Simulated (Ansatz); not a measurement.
**Structure types of Pb compared at 17 GPa**

Structure types of Pb are relaxed in primitive cells with their symmetry kept at 17 GPa, first on PAW files, then by LAPW. The enthalpy is E + pV at zero temperature, without zero-point motion. Only the types listed were tried, and differences under about 5 meV/atom are mesh noise.

All numbers are PBE results (scalar-relativistic) from Ansatz 0.2.0, with Fermi–Dirac smearing of 0.1 eV, no spin polarisation. Methods: LAPW: all electrons, basis error target 0.5 meV/atom; PAW: frozen-core files, cutoff 420 eV.

k meshes: fcc 14×14×14, bcc 15×15×15, hcp 13×13×7, omega 7×7×10, beta tin 14×14×14, simple hexagonal 14×14×13.

Spin–orbit coupling is left out, which matters for the heavy atoms.

| start type | ends as | a, b, c (Å) | V (Å³/atom) | H − H(lowest), LAPW (meV/atom) |
| --- | --- | --- | --- | --- |
| fcc | fcc, Fm-3m | 4.654, 4.654, 4.654 | 25.20 | 0.0 |
| bcc | bcc, Im-3m | 3.686, 3.686, 3.686 | 25.04 | 33.7 |
| hcp | hcp, P6_3/mmc | 3.288, 3.288, 5.351 | 25.05 | 7.6 |
| omega | omega, P6/mmm | 5.257, 5.257, 3.161 | 25.22 | ? |
| beta tin | beta tin, I4_1/amd | 5.790, 5.790, 3.095 | 25.93 | 236.0 |
| simple hexagonal | simple hexagonal, P6/mmm | 3.161, 3.161, 2.990 | 25.88 | ? |

Give the missing entry: row "simple hexagonal", column "H − H(lowest), LAPW (meV/atom)".

200.5.

What belongs in the row "omega", column "H − H(lowest), LAPW (meV/atom)"?

68.1.

Would hcp gain on fcc at higher pressure?

Yes: dH/dp = V, and its volume is smaller by 0.15 Å³/atom. Held constant, that would close the gap after about 7.9 GPa more, a rough figure, since the volume difference changes with pressure.
